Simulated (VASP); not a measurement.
A run of VASP 6.6.1 is set up as follows.

File INCAR:

```
SYSTEM = NbN
PREC = Accurate ; ENCUT = 600
EDIFF = 1E-6 ; ISMEAR = 1
SIGMA = 0.1 ; LREAL = .False.
LASPH = .True. ; NELM = 80
ALGO = Normal ; ISIF = 3
LWAVE = .False. ; LCHARG = .False.
GGA = PS ; IBRION = 2
NSW = 90 ; EDIFFG = -0.01
```

KPOINTS

```
regular mesh
0
Gamma
  14 14 14
  0 0 0
```

Contents of POSCAR:

```
NbN
1.0
    0.0000000000      2.1945000000      2.1945000000
    2.1945000000      0.0000000000      2.1945000000
    2.1945000000      2.1945000000      0.0000000000
Nb N
1 1
Direct
    0.5000000000      0.5000000000      0.5000000000
    0.0000000000      0.0000000000      0.0000000000
```

Potentials or basis: VASP PAW PBE potentials, release 64 (Nb_sv, N).

The run is started by

```bash
$ cat potpaw_PBE.64/Nb_sv/POTCAR potpaw_PBE.64/N/POTCAR > POTCAR
$ mpirun -np 1 vasp_std > vasp.out
```

Problem. What does it give for the relaxed volume?

Solution. 10.49 Å³/atom.

Problem. Estimate the relaxed cell.

Solution. a = 3.095 Å, b = 3.095 Å, c = 3.095 Å, α = 60.00°, β = 60.00°, γ = 60.00°.

Problem. Estimate the space group after relaxing (to 0.05 Å).

Solution. Fm-3m (No. 225).

The path:
| step | energy change (eV) | largest force (eV/Å) | pressure (GPa) | volume (Å³) |
| --- | --- | --- | --- | --- |
| 1 | 0.0000 | 0.0000 | -2.62 | 21.14 |
| 2 | 0.0052 | 0.0000 | 6.00 | 20.61 |
| 3 | -0.0014 | 0.0000 | -0.01 | 20.97 |

Caveat: the PAW data sets were made with another functional, which shifts forces and pressure a little.
